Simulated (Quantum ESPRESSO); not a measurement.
## PtAl2: changing the strain (εzz = s)

```
Pt Al
1.0
     0.00000    2.95500    2.95500
     2.95500    0.00000    2.95500
     2.95500    2.95500    0.00000
Pt Al
1 2
Direct
  0.00000 0.00000 0.00000
  0.75000 0.75000 0.75000
  0.25000 0.25000 0.25000
```

Kept alike: task relaxation of the atoms; functional PBEsol; k mesh 8 × 8 × 8; occupations fermi-dirac, width 0.05 eV; no spin polarisation. Program: Quantum ESPRESSO, GBRV 1.5 PBEsol, cutoff 612 eV. The mesh is that of the run's cell of 3 atoms. No spin-orbit coupling.

```csv
s,free energy over the lowest row (meV/atom)
-0.01,0.00
0,0.19
0.01,2.23
0.02,5.97
```

The cell shown is the unstrained one; x, y and z are its Cartesian axes. For a metal such a mesh leaves the last digits unconverged.

**Question.** What does the strain (εzz = s) change here?

**Answer.** The free energy rises from 0.00 to 5.97 meV/atom between -0.01 and 0.02.
